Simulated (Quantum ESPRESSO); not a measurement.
Crystal: Ag.

```xyz
1
Lattice="0.0000 2.0427 2.0427 2.0427 0.0000 2.0427 2.0427 2.0427 0.0000" Properties=species:S:1:pos:R:3 pbc="T T T"
Ag    0.0000    0.0000    0.0000
```

* Program: Quantum ESPRESSO 7.5
* Task: Wannier functions
* Functional: PBE
* Potentials or basis: PseudoDojo 0.4.1 SR PBE standard
* Cutoff: 1116 eV
* Density cutoff: 4463 eV
* k mesh: 9 × 9 × 9
* Occupations: fermi-dirac, width 0.05 eV
* Spin: no spin polarisation
* Mixing beta: 0.5
* Most SCF iterations: 120
* SCF threshold: 2e-10 Ry
* k mesh for the Wannier functions: 7 × 7 × 7
* Projections: Ag spd

Start: atomic projections with disentanglement, frozen window up to 2.0 eV over the reference level; the lowest 4 bands are left out. The reference level is the Fermi level, or the middle of the gap.

With atomic projections with disentanglement, how many functions result, how localised are they, and how well do they interpolate the bands?

9 functions with spreads from 0.63 to 1.98 Å², 10.8 Å² in all; they miss the direct bands by 5 meV (root mean square).

Wannier functions:
```
function  nearest atom  distance (Å)  spread (Å²)  on-site energy from the reference level (eV)
       1          1 Ag          0.00         1.69                                          2.47
       2          1 Ag          0.00         1.98                                         11.32
       3          1 Ag          0.00         1.98                                         11.32
       4          1 Ag          0.00         1.98                                         11.33
       5          1 Ag          0.00         0.64                                         -4.27
       6          1 Ag          0.00         0.63                                         -4.22
       7          1 Ag          0.00         0.63                                         -4.22
       8          1 Ag          0.00         0.64                                         -4.27
       9          1 Ag          0.00         0.63                                         -4.22
```

Parts of the spread (Å²): invariant 6.61, diagonal 0.000, off-diagonal 4.18, total 10.79. Against the direct bands the interpolation misses by 5 meV (root mean square) and 42 meV at most, for states up to 1 eV over the reference level.
